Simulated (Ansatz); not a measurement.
## How far is PAW off for Zr?

```
Zr
1.0
     0.00000    3.13865    3.13865
     3.13865    0.00000    3.13865
     3.13865    3.13865    0.00000
Zr
2
Direct
  0.00000 0.00000 0.00000
  0.25000 0.25000 0.25000
```

Atoms are numbered in the order listed.

The conventional cell has a = 6.277 Å, b = 6.277 Å, c = 6.277 Å, α = 90.00°, β = 90.00°, γ = 90.00°. Zr (atom 1) has 4 Zr at 2.72 Å as nearest neighbours.

The structure comes from a relaxation in the same program, started in the diamond type, and has space group Fd-3m. Whether it is a known phase or the ground state wasn't checked.

All numbers are computed: DFT, PBE, PAW with Ansatz's default frozen-core files, scalar-relativistic (Ansatz 0.2.0); DFT, PBE, all-electron LAPW, scalar-relativistic (Ansatz 0.2.0).

For PAW: a Γ-centred 10×10×10 k mesh, Fermi–Dirac smearing of 0.05 eV, cutoff 420 eV, no spin polarisation. LAPW targets a basis error of 0.25 meV/atom. The Ansatz runs share mesh, smearing and spin set-up. Plane-wave (PAW) pressures include the program's estimate of the Pulay term.

Stress and pressure are positive in compression.

Levels count from the Fermi level.

PAW results:

| quantity | PAW |
| --- | --- |
| pressure (GPa) | 0.00 |
| highest filled level at U (eV) | -0.202 |
| lowest empty level at U (eV) | 0.363 |
| highest filled level at W (eV) | -0.040 |
| lowest empty level at W (eV) | 0.852 |
| highest filled level at L (eV) | -0.142 |

(1) What does all-electron LAPW give for the same quantities?

Results:

(1) 
```csv
quantity,LAPW
pressure (GPa),0.01
highest filled level at U (eV),-0.203
lowest empty level at U (eV),0.363
highest filled level at W (eV),-0.040
lowest empty level at W (eV),0.851
highest filled level at L (eV),-0.142
```
